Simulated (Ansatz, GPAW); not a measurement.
This is a calculation of Al2Pt for GPAW 26.7.0 (ASE script). Atoms were shifted at random by some hundredths of an Å from the given cell, which wasn't relaxed again for these runs. 

Contents of run.py:

```python
from ase import Atoms
from ase.dft.bandgap import bandgap
from ase.io import write
from ase.units import GPa
from gpaw import GPAW, PW, setup_paths

setup_paths.insert(0, '.')

atoms = Atoms(['Pt', 'Al', 'Al'],
              cell=[[0.0, 2.955, 2.955],
                    [2.955, 0.0, 2.955],
                    [2.955, 2.955, 0.0]],
              scaled_positions=[[0.011728, -0.01505, -0.00564],
                                [0.754024, 0.753359, 0.743573],
                                [0.251032, 0.248813, 0.25647]],
              pbc=True)

calc = GPAW(mode=PW(600),
            xc='PBEsol',
            kpts={'size': (8, 8, 8), 'gamma': True},
            occupations={'name': 'fermi-dirac', 'width': 0.05},
            nbands=23,
            convergence={'density': 1e-05, 'energy': 1e-05},
            maxiter=150,
            txt='gpaw.txt')
atoms.calc = calc
energy = atoms.get_potential_energy()
forces = atoms.get_forces()
stress = atoms.get_stress()
calc.write('gs.gpw')
write('result.traj', atoms)
print(f'Energy: {energy:.6f} eV')
print('Forces (eV/A):')
print(forces.round(4))
print('Stress (GPa):', (stress / GPa).round(3))
print('Fermi level:', round(calc.get_fermi_level(), 4), 'eV')
print(f'Gap: {bandgap(calc)[0]:.4f} eV, direct: {bandgap(calc, direct=True)[0]:.4f} eV')
```

Potentials or basis: PAW data sets generated in the run's folder for this functional, pw.

Command:

```sh
$ gpaw-setup -f PBEsol Al Pt
$ OMP_NUM_THREADS=1 python run.py
```

Q: What does the same run look like in Ansatz 0.2.0? Potentials or basis there: all-electron LAPW, scalar-relativistic.

A: As run (cutoffs and basis follow the program's own potentials, and thresholds, step limits or extra output files can differ):

input.yaml

```yaml
crystal:
  lattice:
    - [0.0, 2.955, 2.955]
    - [2.955, 0.0, 2.955]
    - [2.955, 2.955, 0.0]
  atoms:
    - { symbol: Pt, position: [0.011728, -0.01505, -0.00564] }
    - { symbol: Al, position: [0.754024, 0.753359, 0.743573] }
    - { symbol: Al, position: [0.251032, 0.248813, 0.25647] }
kpoints:
  mp_grid: { grid: [8, 8, 8] }
scf:
  occupations: { method: fermi_dirac, width: 0.05 }
hamiltonian:
  xc: pbesol
  pseudopotentials: { kind: all_electron, lapw: { basis_error: 0.001 } }
output:
  forces: true
  stress: true
  eigenvalues: true
  populations: true
```

Potentials or basis: all-electron LAPW, scalar-relativistic.

Command:

```console
$ ansatz run input.yaml --threads 2 --pin off --max-ram 8192MiB --backend cpu --events-out ev --progress --plain --runs-dir out
```

Both were run:

|  | GPAW | Ansatz |
| --- | --- | --- |
| Pressure | -0.2 GPa | -0.7 GPa |
| Largest force | 0.571 eV/Å | 0.560 eV/Å |

Where Ansatz's input types no cutoff or centring, it takes its own default and a Γ-centred mesh.

Pressure is positive in compression.
